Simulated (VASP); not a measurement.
# Mo (Im-3m) in VASP: further runs

One crystal, Mo, is run at these levels: LDA; tasks: relaxation of cell and atoms.

Everything below comes from runs of VASP 6.6.1. Logs are shortened: lines on timing, memory, paths and dates and some standing lists are left out, and cuts for length are marked.

### 1 Starting point

It takes space group Im-3m (No. 229, cubic). Conventional cell: a = 3.147 Å, b = 3.147 Å, c = 3.147 Å, α = 90.00°, β = 90.00°, γ = 90.00°. Around Mo (site symmetry m-3m) lie 8 Mo at 2.73 Å.

### 2 Relaxation of cell and atoms, LDA

The input, INCAR:

```
PREC = Accurate ; ENCUT = 600
EDIFF = 1E-6 ; ISMEAR = 1
SIGMA = 0.1 ; LREAL = F
LASPH = T ; NELM = 80
ALGO = Normal ; ISIF = 3
LWAVE = F ; LCHARG = F
GGA = CA ; IBRION = 2
NSW = 90 ; EDIFFG = -0.01
```

The input, KPOINTS:

```
regular mesh
0
Gamma
  20 20 20
```

The input, POSCAR:

```
Mo
1.0
   -1.5734150000      1.5734150000      1.5734150000
    1.5734150000     -1.5734150000      1.5734150000
    1.5734150000      1.5734150000     -1.5734150000
Mo
1
Direct
    0.0000000000      0.0000000000      0.0000000000
```

Potentials or basis: VASP PAW LDA potentials, release 64 (Mo_sv).

On the command line:

```
$ cat potpaw_LDA.64/Mo_sv/POTCAR > POTCAR
$ mpirun -np 1 vasp_std > vasp.out
```

OUTCAR:

```text
PREC = Accurate
   ENCUT = 600
   EDIFF = 1E-6
   ISMEAR = 1
   LREAL = F
   LASPH = T
   NELM = 80
   ISIF = 3
   GGA = CA
   IBRION = 2
   NSW = 90
   EDIFFG = -0.01

 ion  position               nearest neighbor table
   1  0.000  0.000  0.000-

  LATTYP: Found a body centered cubic cell.
 ALAT       =     3.1468300000

  Lattice vectors:

 A1 = (  -1.5734150000,   1.5734150000,   1.5734150000)
 A2 = (   1.5734150000,  -1.5734150000,   1.5734150000)
 A3 = (   1.5734150000,   1.5734150000,  -1.5734150000)

Analysis of symmetry for initial positions (statically):
=====================================================================
 Subroutine PRICEL returns:
 Original cell was already a primitive cell.

 Routine SETGRP: Setting up the symmetry group for a
 body centered cubic supercell.

 Subroutine GETGRP returns: Found 48 space group operations
 (whereof 48 operations were pure point group operations)
 out of a pool of 48 trial point group operations.

The static configuration has the point symmetry O_h .

Analysis of symmetry for dynamics (positions and initial velocities):
=====================================================================
 Subroutine PRICEL returns:
 Original cell was already a primitive cell.

 Routine SETGRP: Setting up the symmetry group for a
 body centered cubic supercell.

 Subroutine GETGRP returns: Found 48 space group operations
 (whereof 48 operations were pure point group operations)
 out of a pool of 48 trial point group operations.

The dynamic configuration has the point symmetry O_h .

 Subroutine INISYM returns: Found 48 space group operations
 (whereof 48 operations are pure point group operations),
 and found     1 'primitive' translations

----------------------------------------------------------------------------------------

                                     Primitive cell

  volume of cell :      15.5808

  direct lattice vectors                    reciprocal lattice vectors
    -1.573415000  1.573415000  1.573415000     0.000000000  0.317780115  0.317780115
     1.573415000 -1.573415000  1.573415000     0.317780115  0.000000000  0.317780115
     1.573415000  1.573415000 -1.573415000     0.317780115  0.317780115  0.000000000

  length of vectors
     2.725234721  2.725234721  2.725234721     0.449408949  0.449408949  0.449408949

  position of ions in fractional coordinates (direct lattice)
     0.000000000  0.000000000  0.000000000

  ion indices of the primitive-cell ions
   primitive index   ion index
                 1           1

----------------------------------------------------------------------------------------

 KPOINTS: regular mesh

Automatic generation of k-mesh.
 Grid dimensions read from file:
 generate k-points for:   20   20   20

 Generating k-lattice:

  Cartesian coordinates                     Fractional coordinates (reciprocal lattice)
     0.000000000  0.015889006  0.015889006     0.050000000  0.000000000  0.000000000
     0.015889006  0.000000000  0.015889006     0.000000000  0.050000000  0.000000000
     0.015889006  0.015889006  0.000000000     0.000000000  0.000000000  0.050000000

  Length of vectors
     0.022470447  0.022470447  0.022470447

  Shift w.r.t. Gamma in fractional coordinates (k-lattice)
     0.000000000  0.000000000  0.000000000

 Subroutine IBZKPT returns following result:
 ===========================================

 Found    256 irreducible k-points:

 Following reciprocal coordinates:
            Coordinates               Weight
  0.000000  0.000000  0.000000      1.000000
  0.050000  0.000000  0.000000     12.000000
  0.100000  0.000000  0.000000     12.000000
  0.150000  0.000000  0.000000     12.000000
  0.200000  0.000000  0.000000     12.000000
  0.250000  0.000000  0.000000     12.000000
[... 16 lines left out ...]
  0.200000  0.100000  0.000000     48.000000
  0.250000  0.100000  0.000000     48.000000
 [... further k-points ...]
   k-points           NKPTS =    256   k-points in BZ     NKDIM =    256   number of bands    NBANDS=     11
   number of dos      NEDOS =    301   number of ions     NIONS =      1
   total plane-waves  NPLWV =  13824
   dimension x,y,z NGX =    24 NGY =   24 NGZ =   24
   dimension x,y,z NGXF=    48 NGYF=   48 NGZF=   48
   ions per type =               1
   NGX,Y,Z   is equivalent  to a cutoff of  14.64, 14.64, 14.64 a.u.
   NGXF,Y,Z  is equivalent  to a cutoff of  29.28, 29.28, 29.28 a.u.
 SYSTEM =  unknown system
   PREC   = accura    normal or accurate (medium, high low for compatibility)
   ISTART =      0    job   : 0-new  1-cont  2-samecut
   ICHARG =      2    charge: 1-file 2-atom 10-const
   ISPIN  =      1    spin polarized calculation?
   LNONCOLLINEAR =      F non collinear calculations
   LSORBIT =      F    spin-orbit coupling
   LASPH  =      T    aspherical Exc in radial PAW
   ENCUT  =  600.0 eV  44.10 Ry    6.64 a.u.   5.44  5.44  5.44*2*pi/ulx,y,z
   NELM   =     80;   NELMIN=  2; NELMDL= -5     # of ELM steps
   EDIFF  = 0.1E-05   stopping-criterion for ELM
   LREAL  =      F    real-space projection
   EDIFFG = -.1E-01   stopping-criterion for IOM
   NSW    =     90    number of steps for IOM
   IBRION =      2    ionic relax: 0-MD 1-quasi-New 2-CG
   NFREE  =      1    steps in history (QN), initial steepest desc. (CG)
   ISIF   =      3    stress and relaxation
   ISYM   =      2    0-nonsym 1-usesym 2-fastsym
   POTIM  = 0.5000    time-step for ionic-motion
   TEBEG  =    0.0;   TEEND  =   0.0 temperature during run
   PSTRESS=    0.0 pullay stress
   NELECT =      14.0000    total number of electrons
   NUPDOWN=      -1.0000    fix difference up-down
   EMIN   =  10.00;   EMAX   =-10.00  energy-range for DOS
   EFERMI =   0.00;   METHOD = LEGACY
   ISMEAR =     1;   SIGMA  =   0.10  broadening in eV -4-tet -1-fermi 0-gaus
   EFERMI_NEDOS =   21; number of points for ismear=-14 and -15
   IALGO  =     38    algorithm
   IMIX   =      4    mixing-type and parameters
     AMIX     =   0.40;   BMIX     =  1.00
     AMIX_MAG =   1.60;   BMIX_MAG =  1.00
  volume/ion in A,a.u.               =      15.58       105.14
  Fermi-wavevector in a.u.,A,eV,Ry     =   1.579747  2.985289 33.954710  2.495601
  Thomas-Fermi vector in A             =   2.680079
   LORBIT       =      0    0 simple, 1 ext, 2 COOP (PROOUT), +10 PAW based schemes
   GGA     = CA    functional components
   LHFCALC =     F    Hartree Fock is set to
   AEXX    =    0.0000 exact exchange contribution
   IVDW    =     0    specifies the selected vdW correction
   LEPSILON=     F    determine dielectric tensor
   LRPA    =     F    only Hartree local field effects (RPA)
 conjugate gradient relaxation of ions
 non-spin polarized calculation
 Methfessel and Paxton  Order N= 1 SIGMA  =   0.10
  energy-cutoff  :      600.00
  volume of cell :       15.58
 maximum number of plane-waves:       537
 NGX is ok and might be reduce to    24
   NGX = 11   NGY = 11   NGZ = 11

--------------------------------------- Ionic step        1  -------------------------------------------

 number of electron      14.0000002 magnetization

 Free energy of the ion-electron system (eV)
  ---------------------------------------------------
  ext. energy  EPLUGINS =         0.00000000
  ---------------------------------------------------
  free energy    TOTEN  =       -12.12021409 eV

  energy without entropy =      -12.11989625  energy(sigma->0) =      -12.12010814

------------------------ aborting loop because EDIFF is reached ----------------------------------------

  FORCE on cell =-STRESS in cart. coord.  units (eV):
  Direction    XX          YY          ZZ          XY          YZ          ZX
  --------------------------------------------------------------------------------------
  -------------------------------------------------------------------------------------
  Total       -0.7870923     -0.7870923     -0.7870923     -0.0000000      0.0000000      0.0000000
  in kB      -80.9368684    -80.9368684    -80.9368684     -0.0000000      0.0000000      0.0000000
  external PRESSURE =     -80.9368684 kB  Pullay stress =       0.0000000 kB
[... 90 lines left out ...]
  energy  without entropy=      -12.1317081312  energy(sigma->0) =      -12.13185453

--------------------------------------- Ionic step        4  -------------------------------------------

 number of electron      13.9999999 magnetization

 Free energy of the ion-electron system (eV)
  ---------------------------------------------------
  ext. energy  EPLUGINS =         0.00000000
  ---------------------------------------------------
  free energy    TOTEN  =       -12.13194519 eV

  energy without entropy =      -12.13173025  energy(sigma->0) =      -12.13187354

 E-fermi :  13.0284     XC(G=0): -13.7871

 val. band max:       13.0066394882   @ k =  -0.4000   0.4000   0.0500
 cond. band min:      13.0395986005   @ k =  -0.2500   0.3000   0.1000
 fundamental gap:      0.0329591123
 Fermi energy:        13.0284092735

 k-point     1 :       0.0000    0.0000    0.0000
  band No.  band energies     occupation
      1     -47.9435      2.00000
      2     -21.3037      2.00000
      3     -21.3037      2.00000
      4     -21.3037      2.00000
      5       5.6715      2.00000
      6      11.5613      2.00000
      7      11.5613      2.00000
      8      11.5613      2.00000
      9      14.6858     -0.00000
     10      14.6858     -0.00000
     11      27.8736      0.00000
[... 309 lines left out ...]
 k-point    24 :       0.2500    0.1000    0.0000
  band No.  band energies     occupation
      1     -47.7302      2.00000
      2     -22.3751      2.00000
      3     -21.6539      2.00000
      4     -21.3677      2.00000
      5       8.1709      2.00000
      6      10.1055      2.00000
      7      11.3200      2.00000
      8      14.0548     -0.00000
      9      15.2262      0.00000
     10      15.7269      0.00000
     11      27.4660      0.00000

 [... further k-points ...]

------------------------ aborting loop because EDIFF is reached ----------------------------------------

  FORCE on cell =-STRESS in cart. coord.  units (eV):
  Direction    XX          YY          ZZ          XY          YZ          ZX
  --------------------------------------------------------------------------------------
  -------------------------------------------------------------------------------------
  Total       -0.0032603     -0.0032603     -0.0032603     -0.0000000      0.0000000     -0.0000000
  in kB       -0.3452616     -0.3452616     -0.3452616     -0.0000000      0.0000000     -0.0000000
  external PRESSURE =      -0.3452616 kB  Pullay stress =       0.0000000 kB
[... 16 lines left out ...]
  FREE ENERGIE OF THE ION-ELECTRON SYSTEM (eV)
  ---------------------------------------------------
  free  energy   TOTEN  =       -12.1319451857 eV

  energy  without entropy=      -12.1317302516  energy(sigma->0) =      -12.13187354

 reached required accuracy - stopping structural energy minimisation
```

Run time: 44 s. Hardware: 1 thread of Intel Xeon Platinum 8559C (Emerald Rapids), shared host; peak memory 0.18 GiB.

What came out:

| Property | Result |
| --- | --- |
| Free energy | -12.1319 eV |
| Relaxed volume | 15.13 Å³/atom |
| Relaxed cell | a = 2.699 Å, b = 2.699 Å, c = 2.699 Å, α = 109.47°, β = 109.47°, γ = 109.47° |
| Space group after relaxing (to 0.05 Å) | Im-3m (No. 229) |
| Energy gained by relaxing | 11.7 meV/atom |
| Ionic steps | 4 |
| Pressure after relaxing | 0.0 GPa |
| Band gap on the k mesh | none (metal or under the smearing width) |

Step by step:
```
step  energy change (eV)  largest force (eV/Å)  pressure (GPa)  volume (Å³)
   1              0.0000                0.0000           -8.09        15.58
   2              0.0977                0.0000           29.96        13.87
   3             -0.0117                0.0000           -0.33        15.14
   4             -0.0117                0.0000           -0.03        15.13
```

Final structure:
```xyz
1
Lattice="-1.5581 1.5581 1.5581 1.5581 -1.5581 1.5581 1.5581 1.5581 -1.5581" Properties=species:S:1:pos:R:3 pbc="T T T"
Mo    1.5581    1.5581    1.5581
```

Levels at points of the mesh, in eV from the Fermi level:
```csv
k point,band 4,band 5,band 6,band 7,band 8,band 9,band 10,band 11
"(0.00, 0.00, 0.00)",-34.33,-7.36,-1.47,-1.47,-1.47,1.66,1.66,14.85
"(0.50, 0.00, 0.00)",-34.35,-5.56,-3.60,1.71,1.78,2.36,4.99,12.00
"(0.50, 0.50, 0.50)",-35.41,-5.75,-5.75,4.17,4.17,4.17,9.28,9.28
```

### 3 Relaxation of cell and atoms, LDA

This run uses another cell than the first one, of 15.13 Å³/atom, 0.971 times its volume.

The input, INCAR:

```
PREC = Accurate ; ENCUT = 600
EDIFF = 1E-7 ; ISMEAR = 1
SIGMA = 0.1 ; LREAL = F
LASPH = T ; NELM = 80
ALGO = Normal ; ISIF = 3
LWAVE = F ; LCHARG = F
GGA = CA ; IBRION = 2
NSW = 90 ; EDIFFG = -0.005
```

KPOINTS is that of step 2.

The input, POSCAR:

```
Mo                                      
1.0
   -1.5580684714      1.5580684714      1.5580684714
    1.5580684714     -1.5580684714      1.5580684714
    1.5580684714      1.5580684714     -1.5580684714
  Mo            
     1
Direct
     1.0000000000000000    1.0000000000000000    1.0000000000000000
```

Potentials or basis: VASP PAW LDA potentials, release 64 (Mo_sv).

On the command line:

```
$ cat potpaw_LDA.64/Mo_sv/POTCAR > POTCAR
$ mpirun -np 1 vasp_std > vasp.out
```

Wall time 17 s (1 thread of Intel Xeon Platinum 8559C (Emerald Rapids), shared host); peak memory 0.16 GiB.

It converged, with:

| Property | Result |
| --- | --- |
| Free energy | -12.1316 eV |
| Pressure after relaxing | 0.0 GPa |
| Band gap on the k mesh | none (metal or under the smearing width) |

Final structure:
```
Mo
1.0
    -1.55807    1.55807    1.55807
     1.55807   -1.55807    1.55807
     1.55807    1.55807   -1.55807
Mo
1
Direct
  0.00000 0.00000 0.00000
```

Levels at points of the mesh, in eV from the Fermi level:
| k point | band 5 | band 6 | band 7 | band 8 | band 9 | band 10 |
| --- | --- | --- | --- | --- | --- | --- |
| (0.00, 0.00, 0.00) | -7.36 | -1.47 | -1.47 | -1.47 | 1.66 | 1.66 |
| (0.50, 0.00, 0.00) | -5.56 | -3.60 | 1.71 | 1.78 | 2.36 | 4.99 |
| (0.50, 0.50, 0.50) | -5.75 | -5.75 | 4.17 | 4.17 | 4.17 | 9.28 |

Caveat: the relaxation stopped at its first step, so nothing moved.
